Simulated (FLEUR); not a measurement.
# Ni (c factor at fixed volume 1.15 on the database's cell): anisotropy by force theorems

Aim: the anisotropy of Ni (c factor at fixed volume 1.15 on the database's cell) from single passes in the potential of one collinear state.

Program: FLEUR MaX-R8.1. Level of theory: PBE; all-electron FLAPW, Dirac cores, scalar-relativistic bands. Results are calculated unless marked as measured.

This is not the structure that Ni takes at ambient pressure and room temperature (fcc); it is a model or a phase of other conditions.

## Step 1: The starting structure

It takes space group I4/mmm (No. 139, tetragonal). The conventional cell has a = 2.324 Å, b = 2.324 Å, c = 4.052 Å, α = 90.00°, β = 90.00°, γ = 90.00°. Nearest to Ni lie 4 Ni at 2.32 Å.

Structure file:

```cif
data_structure
_symmetry_space_group_name_H-M 'P 1'
_symmetry_Int_Tables_number 1
_cell_length_a 2.6087
_cell_length_b 2.6087
_cell_length_c 2.3236
_cell_angle_alpha 63.554
_cell_angle_beta 63.554
_cell_angle_gamma 52.893
_cell_volume 10.94
loop_
_atom_site_label
_atom_site_type_symbol
_atom_site_fract_x
_atom_site_fract_y
_atom_site_fract_z
_atom_site_occupancy
Ni1 Ni 0.00000 0.00000 0.00000 1
```

The cell is strained on purpose: c factor at fixed volume 1.15 on the database's cell.

## Step 2: The magnetic state

The force theorems are single passes in this state's potential, so it has to be converged first.

No symmetry is used, so that later steps may turn the spins freely; k and −k are joined. inpgen writes inp.xml from crystal.txt; cutoffs, mixing, functional, smearing and local orbitals are then set in the file. The k list scf (kpts.xml, not shown) is a Γ-centred 14×14×14 mesh; where the ranks do not divide the number of points, some are split in two of half the weight.

inp.xml reads:

```
<?xml version="1.0" encoding="UTF-8" standalone="no"?>
<fleurInput fleurInputVersion="0.39">
   <comment>
      Ni
   </comment>
   <calculationSetup>
      <cutoffs Kmax="3.83" Gmax="11.5" GmaxXC="11.5" numbands="0"/>
      <scfLoop itmax="110" minDistance="0.00002" maxIterBroyd="15" imix="Anderson" alpha="0.05" precondParam="0.0" spinf="2.0" sdNocoIR="T"/>
      <coreElectrons ctail="F" frcor="F" kcrel="0" coretail_lmax="0"/>
      <xcFunctional name="pbe" relativisticCorrections="F"/>
      <magnetism jspins="2" l_noco="F" l_ss="F">
         <qss>0.0 0.0 0.0</qss>
         <mtNocoParams l_mperp="F" l_mtNocoPot="F" l_relaxSQA="F" mag_mixing_scheme="0" mix_RelaxWeightOffD="1.0" l_constrained="F" mix_constr="1.0"/>
         <sourceFreeMag l_sourceFree="F" l_scaleMag="F" mag_scale="1.0"/>
      </magnetism>
      <soc l_soc="F" theta="0.0" phi="0.0" spav="F"/>
      <expertModes spex="0" secvar="F"/>
      <geometryOptimization l_f="F" forcealpha="1.0" forcemix="BFGS" epsdisp="0.00001" epsforce="0.00001"/>
      <ldaU l_linMix="F" mixParam="0.05" spinf="1.0"/>
   </calculationSetup>
   <cell>
      <bzIntegration valenceElectrons="18.0" mode="hist" fermiSmearingEnergy="0.00183747">
         <kPointListSelection listName="scf"/>
         <xi:include xmlns:xi="http://www.w3.org/2001/XInclude" href="kpts.xml"> </xi:include>
      </bzIntegration>
      <xi:include xmlns:xi="http://www.w3.org/2001/XInclude" href="sym.xml"> </xi:include>
      <bulkLattice scale="1.0">
         <bravaisMatrix>
            <row-1>    0.0000000000000000     3.1048443245957622     3.8290107892491658</row-1>
            <row-2>    3.1048443245957622     0.0000000000000000     3.8290107892491658</row-2>
            <row-3>    3.1048443245957622     3.1048443245957622     0.0000000000000000</row-3>
         </bravaisMatrix>
      </bulkLattice>
   </cell>
   <atomSpecies>
      <species name="Nickel (Ni1.000" element="Ni" atomicNumber="28">
         <mtSphere radius="2.14" gridPoints="707" logIncrement="0.017"/>
         <atomicCutoffs lmax="8" lnonsphr="6"/>
         <electronConfig flipSpins="F">
            <coreConfig>(1s1/2) (2s1/2) (2p1/2) (2p3/2)</coreConfig>
            <valenceConfig>(3s1/2) (3p1/2) (3p3/2) (4s1/2) (3d3/2) (3d5/2)</valenceConfig>
            <stateOccupation state="(3d3/2)" spinUp="1.6" spinDown="1.6"/>
            <stateOccupation state="(3d5/2)" spinUp="2.9" spinDown="1.9"/>
         </electronConfig>
         <energyParameters s="4" p="4" d="3" f="4"/>
         <lo type="SCLO" l="0" n="3" eDeriv="0"/>
         <lo type="SCLO" l="1" n="3" eDeriv="0"/>
      </species>
   </atomSpecies>
   <atomGroups>
      <atomGroup species="Nickel (Ni1.000">
         <relPos label="                   1">.0000000000 .0000000000 .0000000000</relPos>
         <force calculate="T" relaxXYZ="TTT"/>
         <nocoParams  alpha="0.0" beta="0.0"/>
      </atomGroup>
   </atomGroups>
   <output dos="F" band="F" slice="F">
      <bandDOS minEnergy="-.5*Htr" maxEnergy="0.5*Htr" sigma="0.015" storeEVData="T"/>
      <plotting iplot="0" polar="F">
         <plot TwoD="T" vec1="  1.0  0.0  0.0" vec2="  0.0  1.0  0.0" vec3="  0.0  0.0  1.0" zero="  0.0  0.0  0.0" file="plot"/>
      </plotting>
      <moessbauerParams electricFieldGradient="F" isomerShift="F" coreHyperfine="F" valenceHyperfine="F"/>
   </output>
</fleurInput>
```

crystal.txt reads:

```
Ni
&input film=F cartesian=F /
0.00000000000  1.64301286000  2.02622525000
1.64301286000  0.00000000000  2.02622525000
1.64301286000  1.64301286000  0.00000000000
1.8897261246
1.0 1.0 1.0

1
28 0.00000000000  0.00000000000  0.00000000000 : 1.000

&kpt div1=14 div2=14 div3=14 gamma=T /
```

Started as:

```bash
$ OMP_NUM_THREADS=1 inpgen -f crystal.txt -nosym -noco > inpgen.log  # inp.xml is then edited as shown
$ OMP_NUM_THREADS=1 mpirun -n 4 fleur_MPI > fleur.log
```

Output:

```text
Welcome to FLEUR        (www.flapw.de)
      MaX-Release 8.1          (www.max-centre.eu)

 ========== k-point set info ==========
 Selected k-point list: scf
 k-point list type: mesh
 0 x 0 x 0
 Number of k points: 1376

 ------------Calculation Setup---------------------------
 Number of MPI-tasks      :            4
 Number of PE/node        :            4
 Number of OMP-threads    :            1
 k-points in parallel     :            4
 pe's per k-point         :            1
 No of k-point loops      :          344
 Eigenvalue solver        :       lapack
 Number of basis functions:           86
 Approximate size of matrices (H+S) per k-point:         0.000 GB
 --------------------------------------------------------
 Complex matrix made real
 Complex matrix made real
 Iteration:     1   Distance:       9.78072874 me/bohr^3
 Iteration:     2   Distance:       9.31158209 me/bohr^3
 Iteration:     3   Distance:       5.95984763 me/bohr^3
 Iteration:     4   Distance:       2.03525470 me/bohr^3
 Iteration:     5   Distance:       1.61821667 me/bohr^3
 Iteration:     6   Distance:       0.77162970 me/bohr^3
 Iteration:     7   Distance:       0.63199890 me/bohr^3
 Iteration:     8   Distance:       0.22883841 me/bohr^3
 Iteration:     9   Distance:       0.28950597 me/bohr^3
 Iteration:    10   Distance:       0.12639337 me/bohr^3
 Iteration:    11   Distance:       0.10794972 me/bohr^3
 Iteration:    12   Distance:       0.06029542 me/bohr^3
 Iteration:    13   Distance:       0.04942612 me/bohr^3
 Iteration:    14   Distance:       0.01369998 me/bohr^3
 Iteration:    15   Distance:       0.00749051 me/bohr^3
 Iteration:    16   Distance:       0.00731610 me/bohr^3
 Iteration:    17   Distance:       0.00531322 me/bohr^3
 Iteration:    18   Distance:       0.00164455 me/bohr^3
 Iteration:    19   Distance:       0.00058724 me/bohr^3
 Iteration:    20   Distance:       0.00080259 me/bohr^3
 Iteration:    21   Distance:       0.00009864 me/bohr^3
 Iteration:    22   Distance:       0.00005657 me/bohr^3
 Iteration:    23   Distance:       0.00003546 me/bohr^3
 Iteration:    24   Distance:       0.00001659 me/bohr^3

 ********************************************************************
 Run finished successfully
 Stop message:
   all done
 ********************************************************************

--- out.xml (last complete iteration) ---
<iteration numberForCurrentRun="   24" overallNumber="   24">
         <energyParameters units="Htr">
            <atomicEP atomType="1" spin="1" branch="4s" branchLowest="-3.46" branchHighest="2.07" value="0.1800455047"/>
            <atomicEP atomType="1" spin="1" branch="4p" branchLowest="-1.99" branchHighest="2.72" value="0.3197718642"/>
            <atomicEP atomType="1" spin="1" branch="3d" branchLowest="-9.99" branchHighest="0.39" value="0.2589556282"/>
            <atomicEP atomType="1" spin="1" branch="4f" branchLowest="-9.99" branchHighest="4.05" value="0.6392687594"/>
            <loAtomicEP atomType="1" spin="1" branch="3s" branchLowest="-35.45" branchHighest="-3.46" value="-3.4674527272"/>
            <loAtomicEP atomType="1" spin="1" branch="3p" branchLowest="-30.41" branchHighest="-1.99" value="-2.0122786508"/>
            <atomicEP atomType="1" spin="2" branch="4s" branchLowest="-3.43" branchHighest="2.09" value="0.1783425608"/>
            <atomicEP atomType="1" spin="2" branch="4p" branchLowest="-1.96" branchHighest="2.74" value="0.3164832687"/>
            <atomicEP atomType="1" spin="2" branch="3d" branchLowest="-9.99" branchHighest="0.42" value="0.2801605268"/>
            <atomicEP atomType="1" spin="2" branch="4f" branchLowest="-9.99" branchHighest="4.06" value="0.6349354953"/>
            <loAtomicEP atomType="1" spin="2" branch="3s" branchLowest="-35.44" branchHighest="-3.43" value="-3.4380985249"/>
            <loAtomicEP atomType="1" spin="2" branch="3p" branchLowest="-30.40" branchHighest="-1.96" value="-1.9837057722"/>
         </energyParameters>
         <bandgap value="0.0000000000" units="eV"/>
         <sumValenceSingleParticleEnergies value="-16.3262171236" units="Htr"/>
         <FermiEnergy value="0.3390642982" units="Htr"/>
         <valenceDensity>
            <mtCharges spin="1">
               <mtCharge atomType="1" total="8.6909353" s="1.1764734" p="3.1403717" d="4.3623940" f="0.0089513"/>
            </mtCharges>
            <mtCharges spin="2">
               <mtCharge atomType="1" total="8.0458350" s="1.1770603" p="3.1514726" d="3.7054139" f="0.0092491"/>
            </mtCharges>
            <spinDependentCharge spin="1" total="9.3065084" interstitial="0.6155731" mtSpheres="8.6909353"/>
            <spinDependentCharge spin="2" total="8.6934916" interstitial="0.6476566" mtSpheres="8.0458350"/>
            <totalCharge value="18.0000000000"/>
         </valenceDensity>
         <coreStates atomType="     1" atomicNumber=" 28" spin="1" kinEnergy="    677.1785087347" eigValSum="   -427.7884834066" lostElectrons=" 0.000000">
            <state n="1" l="0" j="0.5" energy="-301.1004515075" weight="1.0000000000"/>
            <state n="2" l="0" j="0.5" energy="-35.4505459396" weight="1.0000000000"/>
            <state n="2" l="1" j="0.5" energy="-30.8407604489" weight="1.0000000000"/>
            <state n="2" l="1" j="1.5" energy="-30.1983627554" weight="2.0000000000"/>
         </coreStates>
         <coreStates atomType="     1" atomicNumber=" 28" spin="2" kinEnergy="    677.3225795797" eigValSum="   -427.7407142329" lostElectrons=" 0.000000">
            <state n="1" l="0" j="0.5" energy="-301.1005318509" weight="1.0000000000"/>
            <state n="2" l="0" j="0.5" energy="-35.4358323548" weight="1.0000000000"/>
            <state n="2" l="1" j="0.5" energy="-30.8299579382" weight="1.0000000000"/>
            <state n="2" l="1" j="1.5" energy="-30.1871960445" weight="2.0000000000"/>
         </coreStates>
         <allElectronCharges>
            <spinDependentCharge spin="1" total="14.3065084" interstitial="0.6155731" mtSpheres="13.6909353"/>
            <spinDependentCharge spin="2" total="13.6934916" interstitial="0.6476566" mtSpheres="13.0458350"/>
            <totalCharge value="28.0000000002"/>
         </allElectronCharges>
         <magneticMomentsInMTSpheres units="muBohr">
            <globalMagMoment atomType="1" vec="0.00000   0.00000   0.64510"/>
            <localMagMoment atomType="1" vec="0.00000   0.00000   0.64510"/>
         </magneticMomentsInMTSpheres>
         <moessbauerParams unitsHFF="kG" unitsIS="e/bohr^3" unitsEFG="Htr/bohr^2">
         </moessbauerParams>
         <totalEnergy value="    -1520.8237939697" units="Htr">
            <sumOfEigenvalues value="     -871.8554147632">
               <coreElectrons value="-855.5291976395"/>
               <valenceElectrons value="-16.3262171236"/>
            </sumOfEigenvalues>
            <densityCoulombPotentialIntegral value="-2334.3420703347"/>
            <densityEffectivePotentialIntegral value="-2416.9645165384"/>
            <chargeDenXCDenIntegral value="-63.6003773508"/>
            <FockExchangeEnergyValence value="0.0000000000"/>
            <FockExchangeEnergyCore value="0.0000000000"/>
            <atomTypeDependentContributions atomType="1">
               <electronNucleiInteractionDifferentMTs value="1822.7162952346"/>
               <MadelungTerm value="-12.4451879922"/>
            </atomTypeDependentContributions>
            <tkbTimesEntropy value="0.0006580282"/>
            <freeEnergy value="-1520.8244519979"/>
            <extrapolationTo0K value="-1520.8241229838"/>
         </totalEnergy>
         <densityConvergence units="me/bohr^3">
            <chargeDensity spin="1" distance="0.0000070191"/>
            <chargeDensity spin="2" distance="0.0000099492"/>
            <overallChargeDensity distance="0.0000046050"/>
            <spinDensity distance="0.0000165923"/>
         </densityConvergence>
      </iteration>
```

Wall time 2.7 min (4 MPI ranks of Arm Neoverse N1, shared host); peak memory 0.33 GiB.

Read from the output:

| Item | Value |
| --- | --- |
| free energy | -41383.7416 eV |
| program's band gap on this mesh (in a metal only a level spacing) | 0 eV |
| magnetization | 0.613 μB |
| final state | ferromagnetic |
| largest moment | 0.6451 μB |

After 24 cycles the largest moment stands at 0.645 μB.

## Step 3: Anisotropy by the force theorem, rung 1

Anisotropy is a small difference, so it is taken from sums over occupied states at a frozen potential, where most errors cancel.

One pass with spin–orbit coupling for each direction, from the saved density. Inversion lets half of the mesh serve, which the program's warning doesn't know. The k list mae (kpts.xml, not shown) is a Γ-centred 19×19×19 mesh.

inp.xml: that of step 2 with these lines changed.

```diff
@@ -6,4 +6,4 @@
    <calculationSetup>
-      <cutoffs Kmax="3.83" Gmax="11.5" GmaxXC="11.5" numbands="0"/>
-      <scfLoop itmax="110" minDistance="0.00002" maxIterBroyd="15" imix="Anderson" alpha="0.05" precondParam="0.0" spinf="2.0" sdNocoIR="T"/>
+      <cutoffs Kmax="3.83" Gmax="11.5" GmaxXC="11.5" numbands="38"/>
+      <scfLoop itmax="1" minDistance="0.00002" maxIterBroyd="15" imix="Anderson" alpha="0.05" precondParam="0.0" spinf="2.0" sdNocoIR="T"/>
       <coreElectrons ctail="F" frcor="F" kcrel="0" coretail_lmax="0"/>
@@ -15,3 +15,3 @@
       </magnetism>
-      <soc l_soc="F" theta="0.0" phi="0.0" spav="F"/>
+      <soc l_soc="T" theta="0.0" phi="0.0" spav="F"/>
       <expertModes spex="0" secvar="F"/>
@@ -22,3 +22,3 @@
       <bzIntegration valenceElectrons="18.0" mode="hist" fermiSmearingEnergy="0.00183747">
-         <kPointListSelection listName="scf"/>
+         <kPointListSelection listName="mae"/>
          <xi:include xmlns:xi="http://www.w3.org/2001/XInclude" href="kpts.xml"> </xi:include>
@@ -63,2 +63,5 @@
    </output>
+   <forceTheorem>
+      <MAE theta="0.0 1.5707963 1.5707963 0.7853982" phi="0.0 -0.7853982 0.0 -0.7853982"/>
+   </forceTheorem>
 </fleurInput>
```

Started as:

```bash
$ OMP_NUM_THREADS=1 mpirun -n 4 fleur_MPI -warn_only > fleur.log
```

Output:

```text
[banner, memory and clock lines left out]
Welcome to FLEUR        (www.flapw.de)
      MaX-Release 8.1          (www.max-centre.eu)
************FLEUR-Warning*****************
Error message: k-point set is not compatible to missing time-reversal symmetry in calculation.
Error occurred in subroutine: gen_bz
Error from PE:0/4
Other PEs with error messages:
     3-k-point set is not compatible to missing time-reversal symmetry in calculation.
*****************************************

 ========== k-point set info ==========
 Selected k-point list: mae
 k-point list type: mesh
 0 x 0 x 0
 Number of k points: 3432

 [... set-up left out ...]
 ********************************************************************
 Run finished successfully
 Stop message:
   Forcetheorem MAE
 ********************************************************************

--- out.xml (force theorem) ---
<Forcetheorem_MAE Angles="4" units="Htr">
            <Angle theta="0.0000000" phi="0.0000000" ev-sum="-16.327273835"/>
            <Angle theta="1.5707963" phi="-0.7853982" ev-sum="-16.327276605"/>
            <Angle theta="1.5707963" phi="0.0000000" ev-sum="-16.327276679"/>
            <Angle theta="0.7853982" phi="-0.7853982" ev-sum="-16.327275237"/>
         </Forcetheorem_MAE>
```

Run time: 81 s. Hardware: 4 MPI ranks; peak memory 0.96 GiB; 5.4 min of CPU time.

Anisotropy energies, by row:

```tsv
axis	x	y	z	band energy less the first axis' (meV a cell)
[001]	0	0	1	0
[100]	0.7071	-0.7071	0	-0.07538
[110]	1	0	0	-0.07739
45 degrees from [001] toward [100]	0.5	-0.5	0.7071	-0.03815
```

Indices are those of the standard conventional cell; x, y, z give the same directions in the axes of the input.

## Step 4: Energy against the direction of the moments, rung 2

A second rung shows how far the first can be trusted.

The k list mae (kpts.xml, not shown) is a Γ-centred 28×28×28 mesh.

inp.xml is that of step 3.

Output:

```text
[banner, memory and clock lines left out]
Welcome to FLEUR        (www.flapw.de)
      MaX-Release 8.1          (www.max-centre.eu)
************FLEUR-Warning*****************
Error message: k-point set is not compatible to missing time-reversal symmetry in calculation.
Error occurred in subroutine: gen_bz
Error from PE:0/4
Other PEs with error messages:
     1-k-point set is not compatible to missing time-reversal symmetry in calculation.
     2-k-point set is not compatible to missing time-reversal symmetry in calculation.
[...]
k-point list type: mesh
 0 x 0 x 0
 Number of k points: 10980

 [... set-up left out ...]
 ********************************************************************
 Run finished successfully
 Stop message:
   Forcetheorem MAE
 ********************************************************************

--- out.xml (force theorem) ---
<Forcetheorem_MAE Angles="4" units="Htr">
            <Angle theta="0.0000000" phi="0.0000000" ev-sum="-16.327228203"/>
            <Angle theta="1.5707963" phi="-0.7853982" ev-sum="-16.327230917"/>
            <Angle theta="1.5707963" phi="0.0000000" ev-sum="-16.327230933"/>
            <Angle theta="0.7853982" phi="-0.7853982" ev-sum="-16.327229552"/>
         </Forcetheorem_MAE>
```

Elapsed: 4.4 min, on 4 MPI ranks; peak memory 2.7 GiB; 17 min of CPU time.

Anisotropy energies, by row:

```tsv
axis	x	y	z	band energy less the first axis' (meV a cell)
[001]	0	0	1	0
[100]	0.7071	-0.7071	0	-0.07385
[110]	1	0	0	-0.07429
45 degrees from [001] toward [100]	0.5	-0.5	0.7071	-0.03671
```

(Part 1 of 2 ends here.)

[Logs and program files are shortened in this print: banners, set-up blocks, solver, clock and traceback lines can be left out without a mark of their own.]

[Logs are printed without paths, hosts, clocks, repeated set-up lines and the standing remarks that a program may print on its own settings, such as how far it seeks lower states.]

[Hosts, paths, dates, database ids (printed as entryN), source tags and the programs' standing remarks are cut or masked in the printed files.]

[Where a cell is said to come from a database of computed structures, the database is the Materials Project.]
